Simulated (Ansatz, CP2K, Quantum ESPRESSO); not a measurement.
**Re: 3 runs at one level of theory**

```
CELL_PARAMETERS angstrom
2.76080 0.00000 0.00000
-1.38040 2.39092 0.00000
0.00000 0.00000 4.45820
ATOMIC_POSITIONS crystal
Re 0.66667 0.33333 0.75000
Re 0.33333 0.66667 0.25000
```

Alike in all runs: task single point; functional PBEsol; k mesh 11 × 11 × 6; occupations fermi-dirac, width 0.05 eV; no spin polarisation; no spin-orbit coupling. Pressure is positive in compression and, in plane waves, holds the error of the finite cutoff.

```tsv
program and potentials	plane-wave cutoff (eV)	notes	pressure (GPa)
Quantum ESPRESSO, GBRV 1.5 PBEsol	612	-	?
Ansatz, all-electron LAPW, scalar-relativistic	-	-	-4.10
CP2K, POTENTIAL_UZH Re GTH-PBE-q15; TZVP-MOLOPT-PBE-GTH basis	-	atomic basis; potentials made for PBE	-4.31
```

Problem. Estimate from the other rows what the run with Quantum ESPRESSO, GBRV 1.5 PBEsol gave.

Solution. Pressure -4.26 GPa. The other rows, which needn't bracket it: pressure -4.31 to -4.10.
